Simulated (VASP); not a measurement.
Input:

```
AlSb
1.0
    0.00000     3.11584     3.11584
    3.11584     0.00000     3.11584
    3.11584     3.11584     0.00000
Al Sb
1 1
Cartesian
  0.00000   0.00000   0.00000
  1.55792   1.55792   1.55792
```

The numbers are results of PBE GGA, VASP's PBE PAW potentials (set 64) (plane waves; VASP), not measurements. Run with 480 eV cut-off, 8×8×8 Γ-centred mesh, Gaussian smearing of 0.050 eV, potentials Al Sb.

Energy and stress use the plane-wave basis of the starting cell.

Problem. The ions, cell shape and volume at an external pressure of 20.0 GPa are relaxed. Which structure does the run end with?

Solution. 
```
AlSb
1.0
    0.00000     2.87706     2.87706
    2.87706     0.00000     2.87706
    2.87706     2.87706     0.00000
Al Sb
1 1
Direct
  0.00000   0.00000   0.00000
  0.25000   0.25000   0.25000
```
Space group F-43m (216), at a tolerance of 0.03 Å.

Problem. How do energy and volume change from the first to the last step?

Solution. The energy (σ→0) changes by +325.4 meV/atom and the volume by -21.3 %, in 5 ionic steps.

```csv
step,E(σ→0) (eV),max force (eV/Å),pressure (GPa),volume (Å³)
1,-8.2133,0.000,0.02,60.50
2,-2.8047,0.000,105.26,33.11
3,-7.7033,0.000,16.95,48.85
4,-7.6034,0.000,19.14,47.96
5,-7.5625,0.000,20.01,47.63
```

The compound is AlSb in the zinc blende structure. This run relaxes it under an external pressure of 20 GPa. Symmetry was kept, so distortions that lower it aren't found.
